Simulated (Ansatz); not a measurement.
Input of an Ansatz 0.2.0 run:

The input input.yaml:

```yaml
crystal:
  lattice:
    - [0.0, 2.425, 2.425]
    - [2.425, 0.0, 2.425]
    - [2.425, 2.425, 0.0]
  atoms:
    - { symbol: S, position: [0.75, 0.75, 0.75] }
    - { symbol: Be, position: [0.0, 0.0, 0.0] }
hamiltonian:
  xc: pbe
  pseudopotentials: { kind: paw }
kpoints:
  mp_grid: { grid: [9, 9, 9] }
  band_path:
    path:
      - [[0.0, 0.0, 0.0], [0.5, 0.0, 0.5], [0.5, 0.25, 0.75], [0.375, 0.375, 0.75], [0.0, 0.0, 0.0], [0.5, 0.5, 0.5], [0.625, 0.25, 0.625], [0.5, 0.25, 0.75], [0.5, 0.5, 0.5], [0.375, 0.375, 0.75]]
      - [[0.625, 0.25, 0.625], [0.5, 0.0, 0.5]]
    npoints: 14
scf:
  occupations: { method: fermi_dirac, width: 0.05 }
  n_extra_bands: 6
output:
  forces: true
  stress: true
  eigenvalues: true
  fatbands: false
  write_density: true
  write_potential: true
  elf: true
  volumetric_format: npy
```

Potentials or basis: Ansatz PAW.

Launch:

```console
$ ansatz run input.yaml --threads 2 --pin off --max-ram 5632MiB --backend cpu --events-out ev --progress --plain --runs-dir out
```

Question: Predict the band gap on the k mesh.

Answer: 3.20 eV, indirect (least direct gap 5.65 eV).

Question: Predict the band gap along the path.

Answer: 3.11 eV, indirect (least direct gap 5.63 eV).

Levels at the corners of the path, in eV from the valence-band top:
| point | band 1 | band 2 | band 3 | band 4 | band 5 | band 6 | band 7 | band 8 | band 9 |
| --- | --- | --- | --- | --- | --- | --- | --- | --- | --- |
| Γ | -13.69 | 0.00 | 0.00 | 0.00 | 5.65 | 5.65 | 5.65 | 5.89 | 12.64 |
| X | -11.54 | -5.02 | -2.64 | -2.64 | 3.11 | 4.90 | 12.73 | 12.73 | 15.56 |
| W | -11.48 | -4.25 | -3.87 | -3.34 | 6.46 | 8.06 | 8.43 | 8.82 | 14.18 |
| K | -11.55 | -4.55 | -4.10 | -2.19 | 4.36 | 7.49 | 10.52 | 11.33 | 11.94 |
| Γ | -13.69 | 0.00 | 0.00 | 0.00 | 5.65 | 5.65 | 5.65 | 5.89 | 12.64 |
| L | -12.08 | -5.79 | -1.03 | -1.03 | 5.47 | 6.54 | 6.54 | 11.21 | 14.71 |
| U | -11.55 | -4.55 | -4.10 | -2.19 | 4.36 | 7.49 | 10.52 | 11.33 | 11.94 |
| W | -11.48 | -4.25 | -3.87 | -3.34 | 6.46 | 8.06 | 8.43 | 8.82 | 14.18 |
| L | -12.08 | -5.79 | -1.03 | -1.03 | 5.47 | 6.54 | 6.54 | 11.21 | 14.71 |
| K | -11.55 | -4.55 | -4.10 | -2.19 | 4.36 | 7.49 | 10.52 | 11.33 | 11.94 |
| U | -11.55 | -4.55 | -4.10 | -2.19 | 4.36 | 7.49 | 10.52 | 11.33 | 11.94 |
| X | -11.54 | -5.02 | -2.64 | -2.64 | 3.11 | 4.90 | 12.73 | 12.73 | 15.56 |

Caveat: the k mesh misses the band edges, so the gap on the mesh is wider than the one along the path.
